Q: I have an energy curve for fcc iridium, from a density functional calculation with the PBEsol functional. I expected a parabola, but it leans.

Fcc iridium (Fm-3m, relaxed a = 3.830 Å), relaxed cell and uniformly scaled copies of it. Ansatz 0.2.0, density functional theory with PBEsol, plane-wave PAW, scalar-relativistic, no spin polarisation, cutoff 420 eV, k mesh 18×18×18, Gaussian smearing 0.1 eV. Energies count from the minimum of a third-order Birch-Murnaghan fit; pressure is positive in compression.

```
volume per atom (Å³/atom)  energy over minimum (meV/atom)  pressure (GPa)
                   13.205                            68.8           27.95
                   13.627                            16.1           12.72
                   14.048                             0.0            0.00
                   14.470                            14.5          -10.61
                   14.891                            54.6          -19.45
```

The two end points lie 0.843 Å³ per atom on either side of the relaxed volume. Why don't they cost the same energy?

A: They would if the crystal were an ideal spring in volume, with one fixed stiffness. The compressed end costs 68.8 meV per atom and the stretched end 54.6 meV, a ratio of 1.26. So the ideal spring in volume is out. What would you put in its place?

Q: Ideal springs between the atoms. A bond feels its length, and equal steps in volume aren't equal steps in length. Length goes as the cube root of volume, so it changes faster on the small side. The lean would then be pure geometry, with perfectly ordinary springs underneath.

A: That is a good idea to test, because it gets the direction right. Work out how much lean it gives.

Q: The bonds shorten by 2.04 % at one end and lengthen by 1.96 % at the other. A spring's energy goes as the square of its length change, so the ratio should be $(2.04/1.96)^2$, about 1.08. That is an excess of 8 %, and the table has 26 %. Could a stiffer spring make up the difference?

A: No. A stiffer spring raises both energies by the same factor and leaves their ratio alone. Geometry accounts for about a third of the lean, and no choice of a constant stiffness can supply the rest. What remains is to let the stiffness itself depend on length.

Q: Can I see that in the table, or do I have to assume it?

A: You can see it in the pressures. Pressure tells how hard the crystal pushes back, or pulls back where it is negative. Divide that force by the change in length and you have the average stiffness of the bonds between the relaxed length and that point. Let $X$ be the bond length relative to the relaxed cell, $P$ the pressure, $V$ the volume per atom and $V_0$ its relaxed value. Since $V=V_0X^3$, the energy $E$ changes with length as

$$\frac{dE}{dX}=-3PV_0X^2 .$$

Dividing by the length change $X-1$, and by $9V_0$ to get a convenient scale, gives

$$K=\frac{PX^2}{3(1-X)} .$$

For ideal springs between the atoms $K$ is the same at every volume. Near the relaxed cell it becomes the ordinary bulk modulus $B_0$.

Q: And is it the same?

A: It falls at every step, from 438 GPa at the compressed end to 344 GPa at the stretched end. That is a loss of 22 %. Each value is an average that starts at the relaxed length, so the stiffness at the two end points themselves must differ by even more. The bonds soften as they lengthen, and this reading needs no fitted curve. It settles the case against your constant springs.

Q: Why should a metallic bond soften so quickly?

A: Here we leave the table and argue from theory. Neighbouring atoms interact through the overlap of their electron clouds, and the tails of those clouds die away roughly exponentially with distance. The attraction that comes from shared electrons fades as the atoms separate, and the repulsion at short range fades faster still. The repulsion makes the bond stiff, while the attraction takes some of that stiffness away. Because the repulsion is the steeper of the two and fades faster, the net stiffness falls as the bond lengthens.

The same calculation offers a hint in this direction. The bands near the Fermi level overlap in energy, and the program's measure of this overlap shrinks from 4.41 eV at the compressed end to 3.58 eV at the stretched end, as one would expect if the bands narrow because the atoms interact less. That agrees with the picture without proving it. Nor can these data separate the parts played by attraction and repulsion.

Q: Then an exponential stiffness should reproduce my curve.

A: Take $K=B_0e^{\eta(1-X)}$, where $\eta$ says how fast the bond softens. This is the Vinet equation of state. A least-squares fit to the five pressures gives $B_0=387$ GPa and $\eta=6.05$. Adding up the force along the path gives the energy, and for small length changes

$$E\approx\tfrac92B_0V_0(1-X)^2\left[1+\tfrac23\eta(1-X)\right].$$

The factor before the bracket is your ideal spring. The second term in the bracket is the softening. It changes sign with the strain, so it adds energy in compression and removes it in tension.

Q: Let me put in the numbers. Two thirds of 6.05 is 4.03. At the compressed end the bracket is $1+4.03\times0.0204=1.08$, and at the stretched end it is $1-4.03\times0.0196=0.92$. Their ratio, before rounding, is 1.18. Times the 1.08 from geometry, that makes about 1.27, against 1.26 in the table.

A: And no energy entered the fit, though the pressures of both end points did. Don't read too much into the agreement, because pressure is the slope of energy against volume with its sign reversed. It shows that the exponential form suits this range and that the calculation is consistent with itself. The small difference that remains arises mostly because the energies have their minimum at 14.046 Å³, slightly below the relaxed volume of 14.048 Å³ used here.

Q: Could I have guessed the softening without a pressure curve?

A: Roughly, from the shape of the energy well, drawn as energy per atom against bond length while the whole crystal expands evenly. A well that is stiff at the bottom but not very deep must be narrow, and in a narrow well a small stretch already carries the crystal towards the flat outer side. The universal binding curve for metals puts this as $\eta^2=9B_0V_0/E_c$, with $E_c$ the cohesive energy.

For iridium $9B_0V_0$ is about 305 eV, and the measured cohesive energy is, as a rough recalled value, 6.9 eV. That gives $\eta$ near 6.7 and an energy ratio of 1.29, somewhat too much lean. The estimate mixes a measured depth with a computed stiffness, so it supports the idea only loosely.

Q: If I only need a stress for a strained part, may I still use one bulk modulus?

A: For tiny strains that are equal in all directions, yes. Any other strain also needs the crystal's resistance to shear, which this table doesn't hold. At a volume change of 6 % a constant 387 GPa gives $0.06\times387=23.2$ GPa in both directions. The calculation gives 27.95 GPa in compression and 19.45 GPa in tension, so the constant modulus is too low on one side and too high on the other, by 17 % and 19 % of the calculated pressure.

These figures hold for a perfect crystal at zero temperature, strained equally in all directions. The four strained points are single calculations at fixed geometry. That does no harm, since fcc symmetry leaves nothing to relax once the volume is set. The 387 GPa also lacks spin-orbit coupling and zero-point motion, and it rests on atomic datasets made for a different functional, PBE. A gap to a measured modulus could come from any of these, from the temperature of the measurement or from PBEsol itself.
